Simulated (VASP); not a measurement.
# Mg (Im-3m) in VASP: further runs

One crystal, Mg, is run at these levels: PBE; tasks: single point, relaxation of cell and atoms.

Everything below comes from runs of VASP 6.6.1. Logs are shortened: lines on timing, memory, paths and dates and some standing lists are left out, and cuts for length are marked.

## (1) The cell of the first run

Symmetry: Im-3m, No. 229, cubic system. Conventional cell: a = 5.778 Å, b = 5.778 Å, c = 5.778 Å, α = 90.00°, β = 90.00°, γ = 90.00°. Around Mg (site symmetry 4/mmm) lie 4 Mg at 2.89 Å.

The cell was built by a generator and needn't be a form met in nature.

## (2) Single point, PBE (random cell by space group and Wyckoff sites (Im-3m, No. 229))

The input, INCAR:

```
SYSTEM = Mg
  ALGO = Normal
  EDIFF = 1E-6
  ENCUT = 520
  GGA = PE
  ISIF = 2
  ISMEAR = 0
  LASPH = .True.
  LCHARG = .True.
  LELF = .True.
  LREAL = .False.
  LVHAR = .True.
  LWAVE = .False.
  NBANDS = 10
  NELM = 100
  PREC = Accurate
  SIGMA = 0.1
```

The input, KPOINTS:

```
k-points
0
Gamma
  12 12 12
  0 0 0
```

The input, POSCAR:

```
Mg
1.0
   -2.8891163570      2.8891163570      2.8891163570
    2.8891163570     -2.8891163570      2.8891163570
    2.8891163570      2.8891163570     -2.8891163570
Mg
3
Direct
    0.0000000000      0.5000000000      0.5000000000
    0.5000000000      0.0000000000      0.5000000000
    0.5000000000      0.5000000000      0.0000000000
```

Potentials or basis: VASP PAW PBE potentials, release 64 (Mg).

Started as:

```console
$ cat potpaw_PBE.64/Mg/POTCAR > POTCAR
$ mpirun -np 1 vasp_std > vasp.out
```

OUTCAR:

```text
SYSTEM = Mg
   EDIFF = 1E-6
   ENCUT = 520
   GGA = PE
   ISIF = 2
   ISMEAR = 0
   LASPH = .True.
   LREAL = .False.
   NELM = 100
   PREC = Accurate

 ion  position               nearest neighbor table
   1  0.000  0.500  0.500-   2 2.89   3 2.89   3 2.89   2 2.89
   2  0.500  0.000  0.500-   1 2.89   3 2.89   3 2.89   1 2.89
   3  0.500  0.500  0.000-   1 2.89   2 2.89   2 2.89   1 2.89

  LATTYP: Found a body centered cubic cell.
 ALAT       =     5.7782327140

  Lattice vectors:

 A1 = (  -2.8891163570,   2.8891163570,   2.8891163570)
 A2 = (   2.8891163570,  -2.8891163570,   2.8891163570)
 A3 = (   2.8891163570,   2.8891163570,  -2.8891163570)

Analysis of symmetry for initial positions (statically):
=====================================================================
 Subroutine PRICEL returns:
 Original cell was already a primitive cell.

 Routine SETGRP: Setting up the symmetry group for a
 body centered cubic supercell.

 Subroutine GETGRP returns: Found 48 space group operations
 (whereof 48 operations were pure point group operations)
 out of a pool of 48 trial point group operations.

The static configuration has the point symmetry O_h .

Analysis of symmetry for dynamics (positions and initial velocities):
=====================================================================
 Subroutine PRICEL returns:
 Original cell was already a primitive cell.

 Routine SETGRP: Setting up the symmetry group for a
 body centered cubic supercell.

 Subroutine GETGRP returns: Found 48 space group operations
 (whereof 48 operations were pure point group operations)
 out of a pool of 48 trial point group operations.

The dynamic configuration has the point symmetry O_h .

 Subroutine INISYM returns: Found 48 space group operations
 (whereof 48 operations are pure point group operations),
 and found     1 'primitive' translations

----------------------------------------------------------------------------------------

                                     Primitive cell

  volume of cell :      96.4617

  direct lattice vectors                    reciprocal lattice vectors
    -2.889116357  2.889116357  2.889116357     0.000000000  0.173063296  0.173063296
     2.889116357 -2.889116357  2.889116357     0.173063296  0.000000000  0.173063296
     2.889116357  2.889116357 -2.889116357     0.173063296  0.173063296  0.000000000

  length of vectors
     5.004096319  5.004096319  5.004096319     0.244748461  0.244748461  0.244748461

  position of ions in fractional coordinates (direct lattice)
     0.000000000  0.500000000  0.500000000
[... 92 lines left out ...]
   NUPDOWN=      -1.0000    fix difference up-down
   EMIN   =  10.00;   EMAX   =-10.00  energy-range for DOS
   EFERMI =   0.00;   METHOD = LEGACY
   ISMEAR =     0;   SIGMA  =   0.10  broadening in eV -4-tet -1-fermi 0-gaus
   EFERMI_NEDOS =   21; number of points for ismear=-14 and -15
   IALGO  =     38    algorithm
   IMIX   =      4    mixing-type and parameters
     AMIX     =   0.40;   BMIX     =  1.00
     AMIX_MAG =   1.60;   BMIX_MAG =  1.00
  volume/ion in A,a.u.               =      32.15       216.99
  Fermi-wavevector in a.u.,A,eV,Ry     =   0.648645  1.225761  5.724515  0.420740
  Thomas-Fermi vector in A             =   1.717344
   LORBIT       =      0    0 simple, 1 ext, 2 COOP (PROOUT), +10 PAW based schemes
   GGA     = PE    functional components
   LHFCALC =     F    Hartree Fock is set to
   AEXX    =    0.0000 exact exchange contribution
   IVDW    =     0    specifies the selected vdW correction
   LEPSILON=     F    determine dielectric tensor
   LRPA    =     F    only Hartree local field effects (RPA)
 non-spin polarized calculation
 Gauss-broadening in eV      SIGMA  =   0.10
  energy-cutoff  :      520.00
  volume of cell :       96.46
 maximum number of plane-waves:      2617
 NGX is ok and might be reduce to    40
   NGX = 19   NGY = 19   NGZ = 19

 number of electron       6.0000000 magnetization

 Free energy of the ion-electron system (eV)
  ---------------------------------------------------
  ext. energy  EPLUGINS =         0.00000000
  ---------------------------------------------------
  free energy    TOTEN  =        -2.94973476 eV

  energy without entropy =       -2.94389806  energy(sigma->0) =       -2.94681641

 E-fermi :   0.9612     XC(G=0):  -7.3591

 val. band max:        0.9094632545   @ k =  -0.1667   0.1667   0.1667
 cond. band min:       0.9772148521   @ k =   0.3333   0.1667   0.0833
 fundamental gap:      0.0677515976
 Fermi energy:         0.9612439956

 k-point     1 :       0.0000    0.0000    0.0000
  band No.  band energies     occupation
      1      -4.6700      2.00000
      2       2.6120      0.00000
      3       2.6120      0.00000
      4       2.6120      0.00000
      5       4.1660      0.00000
      6       4.1660      0.00000
      7       4.6450      0.00000
      8       4.6450      0.00000
      9       4.6450      0.00000
     10       4.8657      0.00000
[... 287 lines left out ...]
 k-point    24 :       0.4167    0.0833    0.0833
  band No.  band energies     occupation
      1      -2.6763      2.00000
      2      -2.0688      2.00000
      3       0.1917      2.00000
      4       1.3588      0.00000
      5       2.8670      0.00000
      6       4.0681      0.00000
      7       5.1557      0.00000
      8       6.2470      0.00000
      9       6.7817      0.00000
     10       7.5453      0.00000

 [... further k-points ...]

------------------------ aborting loop because EDIFF is reached ----------------------------------------

  FORCE on cell =-STRESS in cart. coord.  units (eV):
  Direction    XX          YY          ZZ          XY          YZ          ZX
  --------------------------------------------------------------------------------------
  -------------------------------------------------------------------------------------
  Total       -0.0210041     -0.0210041     -0.0210041     -0.0000000     -0.0000000      0.0000000
  in kB       -0.3488666     -0.3488666     -0.3488666     -0.0000000     -0.0000000      0.0000000
  external PRESSURE =      -0.3488666 kB  Pullay stress =       0.0000000 kB

 VOLUME and BASIS-vectors are now :
 -----------------------------------------------------------------------------
  energy-cutoff  :      520.00
  volume of cell :       96.46
      direct lattice vectors                 reciprocal lattice vectors
    -2.889116357  2.889116357  2.889116357     0.000000000  0.173063296  0.173063296
     2.889116357 -2.889116357  2.889116357     0.173063296  0.000000000  0.173063296
     2.889116357  2.889116357 -2.889116357     0.173063296  0.173063296  0.000000000

 POSITION                                       TOTAL-FORCE (eV/Angst)
 -----------------------------------------------------------------------------------
      2.88912      0.00000      0.00000        -0.000000      0.000000     -0.000000
      0.00000      2.88912      0.00000         0.000000     -0.000000     -0.000000
      0.00000      0.00000      2.88912         0.000000      0.000000      0.000000
 -----------------------------------------------------------------------------------
    total drift:                               -0.000000     -0.000000     -0.000000

  FREE ENERGIE OF THE ION-ELECTRON SYSTEM (eV)
  ---------------------------------------------------
  free  energy   TOTEN  =        -2.9497347649 eV

  energy  without entropy=       -2.9438980598  energy(sigma->0) =       -2.94681641
```

OSZICAR:

```text
N       E                     dE             d eps       ncg     rms          rms(c)
DAV:   1     0.243982082524E+01    0.24398E+01   -0.17969E+03  1440   0.413E+02
DAV:   2    -0.282420182809E+01   -0.52640E+01   -0.50808E+01  1820   0.375E+01
DAV:   3    -0.295076881951E+01   -0.12657E+00   -0.12569E+00  1916   0.496E+00
DAV:   4    -0.295155137656E+01   -0.78256E-03   -0.78250E-03  1726   0.435E-01
DAV:   5    -0.295155837560E+01   -0.69990E-05   -0.69990E-05  1694   0.441E-02    0.110E+00
DAV:   6    -0.295182844529E+01   -0.27007E-03   -0.15874E-03  1674   0.269E-01    0.717E-01
DAV:   7    -0.294965367847E+01    0.21748E-02   -0.66670E-03  1486   0.541E-01    0.434E-02
DAV:   8    -0.294972020237E+01   -0.66524E-04   -0.45551E-05  1752   0.346E-02    0.136E-02
DAV:   9    -0.294973579167E+01   -0.15589E-04   -0.90887E-06  1648   0.162E-02    0.318E-03
DAV:  10    -0.294973471487E+01    0.10768E-05   -0.61619E-07  1526   0.329E-03    0.478E-04
DAV:  11    -0.294973476495E+01   -0.50075E-07   -0.12426E-08   796   0.566E-04
   1 F= -.29497348E+01 E0= -.29468164E+01  d E =-.583671E-02
```

Wall time 28 s (1 thread of Intel Xeon 6975P-C (Granite Rapids), shared host); peak memory 0.26 GiB.

Results:

```yaml
Free_energy: -2.9497 eV
Pressure: 0.0 GPa
Band_gap_on_the_k_mesh: none (metal or under the smearing width)
```

(Part 1 of 2 ends here.)
